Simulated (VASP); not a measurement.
# Pm (Fm-3m) in VASP: further runs

The runs below take Pm through single point, with LDA.

Program: VASP 6.6.1. These are calculated values, not measurements. Logs are shortened: lines on timing, memory, paths and dates and some standing lists are left out, and cuts for length are marked.

## 1. The crystal as given

It takes space group Fm-3m (No. 225, cubic). Conventional cell: a = 5.168 Å, b = 5.168 Å, c = 5.168 Å, α = 90.00°, β = 90.00°, γ = 90.00°. Around Pm (site symmetry m-3m) lie 12 Pm at 3.65 Å.

This isn't the form of Pm at room conditions, which is double hcp.

## 2. Single point, LDA, collinear spin, ferromagnetic start

The input, INCAR:

```
PREC     = Normal         # precision mode
ENCUT    = 450            # plane-wave cutoff, eV
EDIFF    = 1E-4           # SCF threshold, eV
ISMEAR   = -1             # smearing method
SIGMA    = 0.2            # smearing width, eV
LREAL    = Auto         
LASPH    = T              # aspherical terms in the spheres
NELM     = 100            # most SCF steps
ALGO     = Normal         # electronic algorithm
ISIF     = 2              # what is computed and relaxed
LWAVE    = F              # write WAVECAR
LCHARG   = F              # write CHGCAR
ISPIN    = 2              # spin polarisation
MAGMOM   = 4              # initial moments
LORBIT   = 11             # projections on sites
LMAXMIX  = 6              # l up to which the mixer works
GGA      = CA             # functional
NBANDS   = 18             # bands
ADDGRID  = F
```

The input, KPOINTS:

```
Automatic mesh
0
Gamma
  5 5 5
```

The input, POSCAR:

```
Pm
1.0
   -0.0555010000      2.5655700000      2.5293400000
    2.5242190000     -0.0080540000      2.4818930000
    2.6229240000      2.6168280000     -0.1067590000
Pm
1
Direct
    0.0077670000      0.0042080000     -0.0216400000
```

Potentials or basis: VASP PAW PBE potentials, release 64 (Pm).

Run with:

```
$ cat potpaw_PBE.64/Pm/POTCAR > POTCAR
$ mpirun -np 1 vasp_std > vasp.out
```

OUTCAR:

```text
PREC = Normal
   ENCUT = 450
   EDIFF = 1E-4
   ISMEAR = -1
   LREAL = Auto
   LASPH = T
   NELM = 100
   ISIF = 2
   ISPIN = 2
   LORBIT = 11
   GGA = CA

 Found     63 irreducible k-points:

 Following reciprocal coordinates:
            Coordinates               Weight
  0.000000  0.000000  0.000000      1.000000
  0.200000  0.000000  0.000000      2.000000
  0.400000 -0.000000  0.000000      2.000000
  0.000000  0.200000 -0.000000      2.000000
  0.200000  0.200000  0.000000      2.000000
  0.400000  0.200000  0.000000      2.000000
   k-points           NKPTS =     63   k-points in BZ     NKDIM =     63   number of bands    NBANDS=     18
   number of dos      NEDOS =    301   number of ions     NIONS =      1
   total plane-waves  NPLWV =   7200
   dimension x,y,z NGX =    20 NGY =   18 NGZ =   20
   dimension x,y,z NGXF=    40 NGYF=   36 NGZF=   40
   ions per type =               1
   NGX,Y,Z   is equivalent  to a cutoff of   9.23,  8.45,  8.97 a.u.
   NGXF,Y,Z  is equivalent  to a cutoff of  18.46, 16.91, 17.94 a.u.
 SYSTEM =  unknown system
   PREC   = normal    normal or accurate (medium, high low for compatibility)
   ISTART =      0    job   : 0-new  1-cont  2-samecut
   ICHARG =      2    charge: 1-file 2-atom 10-const
   ISPIN  =      2    spin polarized calculation?
   LNONCOLLINEAR =      F non collinear calculations
   LSORBIT =      F    spin-orbit coupling
   LASPH  =      T    aspherical Exc in radial PAW
   ENCUT  =  450.0 eV  33.07 Ry    5.75 a.u.   6.23  6.12  6.41*2*pi/ulx,y,z
   NELM   =    100;   NELMIN=  2; NELMDL= -5     # of ELM steps
   EDIFF  = 0.1E-03   stopping-criterion for ELM
   LREAL  =      T    real-space projection
   EDIFFG = 0.1E-02   stopping-criterion for IOM
   NSW    =      0    number of steps for IOM
   IBRION =     -1    ionic relax: 0-MD 1-quasi-New 2-CG
[... 15 lines left out ...]
     AMIX_MAG =   1.60;   BMIX_MAG =  1.00
  volume/ion in A,a.u.               =      34.51       232.91
  Fermi-wavevector in a.u.,A,eV,Ry     =   1.240052  2.343359 20.922083  1.537730
  Thomas-Fermi vector in A             =   2.374509
   LORBIT       =     11    0 simple, 1 ext, 2 COOP (PROOUT), +10 PAW based schemes
[... 5 lines left out ...]
   LRPA    =     F    only Hartree local field effects (RPA)
 spin polarized calculation
  energy-cutoff  :      450.00
  volume of cell :       34.51
 maximum number of plane-waves:       757
   NGX = 13   NGY = 13   NGZ = 13

 number of electron      15.0000002 magnetization       5.0798899

 Free energy of the ion-electron system (eV)
  ---------------------------------------------------
  ext. energy  EPLUGINS =         0.00000000
  ---------------------------------------------------
  free energy    TOTEN  =        -8.46449466 eV

  energy without entropy =       -7.53799975  energy(sigma->0) =       -8.00124721

 E-fermi :   5.5647     XC(G=0): -10.0594

 val. band max:        5.5617612298   @ k =   0.4000   0.2000   0.2000
 cond. band min:       5.5651610905   @ k =  -0.0000  -0.2000   0.2000
 fundamental gap:      0.0033998607
 Fermi energy:         5.5646770266

 spin component 1

 k-point     1 :       0.0000    0.0000    0.0000
  band No.  band energies     occupation
      1     -32.8924      1.00000
      2     -12.9613      1.00000
      3     -12.9050      1.00000
      4     -12.8616      1.00000
      5       1.4341      1.00000
      6       5.1114      0.90604
[... 10 lines left out ...]
     17       9.8528      0.00000
     18      14.8915      0.00000

 k-point     2 :       0.2000    0.0000    0.0000
  band No.  band energies     occupation
      1     -32.8537      1.00000
      2     -13.3015      1.00000
      3     -12.9846      1.00000
      4     -12.9144      1.00000
      5       2.4424      1.00000
      6       5.0793      0.91887
[... 10 lines left out ...]
     17       9.6874      0.00000
     18      15.4636      0.00000

 k-point     3 :       0.4000   -0.0000    0.0000
  band No.  band energies     occupation
      1     -32.7903      1.00000
      2     -13.8694      1.00000
      3     -13.0406      1.00000
      4     -12.9960      1.00000
      5       3.5572      0.99996
      6       5.1633      0.88151
[... 10 lines left out ...]
     17      11.3399      0.00000
     18      14.2386      0.00000

 k-point     4 :       0.0000    0.2000   -0.0000
  band No.  band energies     occupation
      1     -32.8478      1.00000
      2     -13.2972      1.00000
      3     -13.0020      1.00000
      4     -12.9511      1.00000
      5       2.4977      1.00000
      6       5.0760      0.92009
[... 10 lines left out ...]
     17       9.5237      0.00000
     18      15.3948      0.00000

 k-point     5 :       0.2000    0.2000    0.0000
  band No.  band energies     occupation
      1     -32.8364      1.00000
      2     -13.2859      1.00000
      3     -13.0669      1.00000
      4     -13.0365      1.00000
      5       2.8304      1.00000
      6       4.9832      0.94820
[... 10 lines left out ...]
     17      10.2191      0.00000
     18      17.3687      0.00000

 k-point     6 :       0.4000    0.2000    0.0000
  band No.  band energies     occupation
      1     -32.7816      1.00000
      2     -13.6806      1.00000
      3     -13.1827      1.00000
      4     -13.1420      1.00000
      5       4.0839      0.99939
      6       5.0618      0.92516
[... 10 lines left out ...]
     17      11.3961      0.00000
     18      15.4563      0.00000

 [... further k-points ...]

 spin component 2

 k-point     1 :       0.0000    0.0000    0.0000
  band No.  band energies     occupation
      1     -30.9380      1.00000
      2     -11.3988      1.00000
      3     -11.3306      1.00000
      4     -11.2799      1.00000
      5       2.1295      1.00000
      6       7.6794      0.00003
[... 10 lines left out ...]
     17      10.7684      0.00000
     18      15.8938      0.00000

 k-point     2 :       0.2000    0.0000    0.0000
  band No.  band energies     occupation
      1     -30.8937      1.00000
      2     -11.7812      1.00000
      3     -11.4231      1.00000
      4     -11.3383      1.00000
      5       3.1711      0.99999
      6       6.9470      0.00100
[... 10 lines left out ...]
     17      10.6824      0.00000
     18      16.2709      0.00000

 k-point     3 :       0.4000   -0.0000    0.0000
  band No.  band energies     occupation
      1     -30.8207      1.00000
      2     -12.4152      1.00000
      3     -11.4853      1.00000
      4     -11.4288      1.00000
      5       4.3013      0.99820
      6       7.4189      0.00009
[... 10 lines left out ...]
     17      12.3756      0.00000
     18      15.1560      0.00000

 k-point     4 :       0.0000    0.2000   -0.0000
  band No.  band energies     occupation
      1     -30.8870      1.00000
      2     -11.7721      1.00000
      3     -11.4435      1.00000
      4     -11.3807      1.00000
      5       3.2222      0.99999
      6       7.0165      0.00070
[... 10 lines left out ...]
     17      10.5383      0.00000
     18      16.1797      0.00000

 k-point     5 :       0.2000    0.2000    0.0000
  band No.  band energies     occupation
      1     -30.8739      1.00000
      2     -11.7622      1.00000
      3     -11.5139      1.00000
      4     -11.4774      1.00000
      5       3.5641      0.99995
      6       6.4808      0.01014
[... 10 lines left out ...]
     17      11.1928      0.00000
     18      18.0905      0.00000

 k-point     6 :       0.4000    0.2000    0.0000
  band No.  band energies     occupation
      1     -30.8110      1.00000
      2     -12.2042      1.00000
      3     -11.6396      1.00000
      4     -11.5982      1.00000
      5       4.8401      0.97399
      6       6.2571      0.03041
[... 10 lines left out ...]
     17      12.4200      0.00000
     18      16.3689      0.00000

 [... further k-points ...]
[... 5 lines left out ...]
  --------------------------------------------------------------------------------------
  -------------------------------------------------------------------------------------
  Total       -0.6343761     -0.6380363     -0.6074061     -0.0577197      0.0806391      0.2076001
  in kB      -29.4483950    -29.6183046    -28.1964195     -2.6794102      3.7433515      9.6370132
  external PRESSURE =     -29.0877064 kB  Pullay stress =       0.0000000 kB

 VOLUME and BASIS-vectors are now :
 -----------------------------------------------------------------------------
  energy-cutoff  :      450.00
  volume of cell :       34.51
      direct lattice vectors                 reciprocal lattice vectors
    -0.055501000  2.565570000  2.529340000    -0.188150331  0.196421533  0.191996440
     2.524219000 -0.008054000  2.481893000     0.199708474 -0.192047705  0.199180755
     2.622924000  2.616828000 -0.106759000     0.185079531  0.188976904 -0.187622612

 POSITION                                       TOTAL-FORCE (eV/Angst)
 -----------------------------------------------------------------------------------
      2.57635      2.58009     -0.07436        -0.000000      0.000000      0.000000
 -----------------------------------------------------------------------------------
    total drift:                                0.000008      0.000008     -0.000015

  FREE ENERGIE OF THE ION-ELECTRON SYSTEM (eV)
  ---------------------------------------------------
  free  energy   TOTEN  =        -8.4644946585 eV

  energy  without entropy=       -7.5379997545  energy(sigma->0) =       -8.00124721

 total charge

# of ion       s       p       d       f       tot
--------------------------------------------------
    1        2.046   5.476   0.497   4.390  12.409

 magnetization (x)

# of ion       s       p       d       f       tot
--------------------------------------------------
    1       -0.001   0.025   0.161   4.372   4.558
```

Run time: 24 s. Hardware: 1 thread of Intel Xeon 6975P-C (Granite Rapids), shared host; peak memory 0.15 GiB.

These settings aren't checked as converged: the numbers below hold their error.

What came out:

```yaml
Free_energy: -8.4645 eV
Pressure: -2.9 GPa
Band_gap_on_the_k_mesh: none (metal or under the smearing width)
Net_moment: 5.08 μB per cell
Site_moments: Pm +4.56 μB
Valence_electrons_inside_the_program's_atomic_spheres: Pm 12.41
```

Caveat: the k mesh is coarse (spacing up to 0.43 Å⁻¹), so the values aren't converged; the magnetic or orbital state may not be the lowest; the PAW data sets were made with another functional, which shifts forces and pressure a little; spin-orbit coupling is left out, which moves the levels of the heavy elements.

## 3. Single point, LDA, collinear spin, ferromagnetic start

This run uses another cell than the first one, of the same volume but with other edges.

INCAR, as its differences from that of step 2:

```diff
@@ -1,7 +1,7 @@
-PREC     = Normal         # precision mode
-ENCUT    = 450            # plane-wave cutoff, eV
-EDIFF    = 1E-4           # SCF threshold, eV
+PREC     = Accurate       # precision mode
+ENCUT    = 550            # plane-wave cutoff, eV
+EDIFF    = 1E-6           # SCF threshold, eV
 ISMEAR   = -1             # smearing method
 SIGMA    = 0.2            # smearing width, eV
-LREAL    = Auto         
+LREAL    = F              # projectors in reciprocal space
 LASPH    = T              # aspherical terms in the spheres
```

KPOINTS is that of step 2.

The input, POSCAR:

```
Pm
1.0
    0.0000000000      2.5841748100      2.5841748100
    2.5841748100      0.0000000000      2.5841748100
    2.5841748100      2.5841748100      0.0000000000
Pm
1
Direct
    0.0000000000      0.0000000000      0.0000000000
```

Potentials or basis: VASP PAW PBE potentials, release 64 (Pm).

Run with:

```
$ cat potpaw_PBE.64/Pm/POTCAR > POTCAR
$ mpirun -np 1 vasp_std > vasp.out
```

OUTCAR:

```text
PREC = Accurate
   ENCUT = 550
   EDIFF = 1E-6
   ISMEAR = -1
   LREAL = F
   LASPH = T
   NELM = 100
   ISIF = 2
   ISPIN = 2
   LORBIT = 11
   GGA = CA

 Found     10 irreducible k-points:

 Following reciprocal coordinates:
            Coordinates               Weight
  0.000000  0.000000  0.000000      1.000000
  0.200000  0.000000  0.000000      8.000000
  0.400000  0.000000  0.000000      8.000000
  0.200000  0.200000  0.000000      6.000000
  0.400000  0.200000  0.000000     24.000000
 -0.400000  0.200000  0.000000     24.000000
   k-points           NKPTS =     10   k-points in BZ     NKDIM =     10   number of bands    NBANDS=     18
   number of dos      NEDOS =    301   number of ions     NIONS =      1
   total plane-waves  NPLWV =  21952
   dimension x,y,z NGX =    28 NGY =   28 NGZ =   28
   dimension x,y,z NGXF=    56 NGYF=   56 NGZF=   56
   ions per type =               1
   NGX,Y,Z   is equivalent  to a cutoff of  12.74, 12.74, 12.74 a.u.
   NGXF,Y,Z  is equivalent  to a cutoff of  25.47, 25.47, 25.47 a.u.
 SYSTEM =  unknown system
   PREC   = accura    normal or accurate (medium, high low for compatibility)
   ISTART =      0    job   : 0-new  1-cont  2-samecut
   ICHARG =      2    charge: 1-file 2-atom 10-const
   ISPIN  =      2    spin polarized calculation?
   LNONCOLLINEAR =      F non collinear calculations
   LSORBIT =      F    spin-orbit coupling
   LASPH  =      T    aspherical Exc in radial PAW
[... 188 lines left out ...]

 k-point     1 :       0.0000    0.0000    0.0000
  band No.  band energies     occupation
      1     -30.9277      1.00000
      2     -11.3318      1.00000
      3     -11.3318      1.00000
      4     -11.3318      1.00000
      5       2.1251      1.00000
      6       7.7556      0.00002
[... 103 lines left out ...]
      5       5.2798      0.81024
      6       6.3801      0.01712
[... 10 lines left out ...]
     17      13.4651      0.00000
     18      15.3109      0.00000

 [... further k-points ...]
[... 5 lines left out ...]
  --------------------------------------------------------------------------------------
  -------------------------------------------------------------------------------------
  Total       -0.6287186     -0.6287186     -0.6287186      0.0000000      0.0000000      0.0000000
  in kB      -29.1857770    -29.1857770    -29.1857770      0.0000000      0.0000000      0.0000000
  external PRESSURE =     -29.1857770 kB  Pullay stress =       0.0000000 kB

 VOLUME and BASIS-vectors are now :
 -----------------------------------------------------------------------------
  energy-cutoff  :      550.00
  volume of cell :       34.51
      direct lattice vectors                 reciprocal lattice vectors
     0.000000000  2.584174810  2.584174810    -0.193485363  0.193485363  0.193485363
     2.584174810  0.000000000  2.584174810     0.193485363 -0.193485363  0.193485363
     2.584174810  2.584174810  0.000000000     0.193485363  0.193485363 -0.193485363

 POSITION                                       TOTAL-FORCE (eV/Angst)
 -----------------------------------------------------------------------------------
      0.00000      0.00000      0.00000         0.000000     -0.000000      0.000000
 -----------------------------------------------------------------------------------
    total drift:                               -0.000000     -0.000000     -0.000000

  FREE ENERGIE OF THE ION-ELECTRON SYSTEM (eV)
  ---------------------------------------------------
  free  energy   TOTEN  =        -8.4780575873 eV

  energy  without entropy=       -7.5509263917  energy(sigma->0) =       -8.01449199

 total charge

# of ion       s       p       d       f       tot
--------------------------------------------------
    1        2.048   5.473   0.495   4.390  12.406

 magnetization (x)

# of ion       s       p       d       f       tot
--------------------------------------------------
    1       -0.001   0.026   0.160   4.373   4.559
```

It took 8.7 s on 1 thread of Intel Xeon 6975P-C (Granite Rapids), shared host; peak memory 0.15 GiB.

These settings aren't checked as converged: the numbers below hold their error.

Results:

```yaml
Free_energy: -8.4781 eV
Pressure: -2.9 GPa
Band_gap_on_the_k_mesh: none (metal or under the smearing width)
Net_moment: 5.08 μB per cell
Site_moments: Pm +4.56 μB
Valence_electrons_inside_the_program's_atomic_spheres: Pm 12.41
```

Caveat: the k mesh is coarse (spacing up to 0.42 Å⁻¹), so the values aren't converged; the magnetic or orbital state may not be the lowest; the PAW data sets were made with another functional, which shifts forces and pressure a little; spin-orbit coupling is left out, which moves the levels of the heavy elements.

## 4. For comparison

An earlier run on the cell as given: functional PBE; potentials or basis VASP PAW PBE potentials, release 64 (Pm); cutoff 520 eV; k mesh 9 × 9 × 9; occupations fermi-dirac, width 0.05 eV; collinear spin, ferromagnetic start; starting moments [4.0] μB.

- Pressure: 1.1 GPa
- Band gap on the k mesh: none (metal or under the smearing width)
- Net moment: 5.45 μB per cell
- Site moments: Pm +4.67 μB
- Valence electrons inside the program's atomic spheres: Pm 12.42
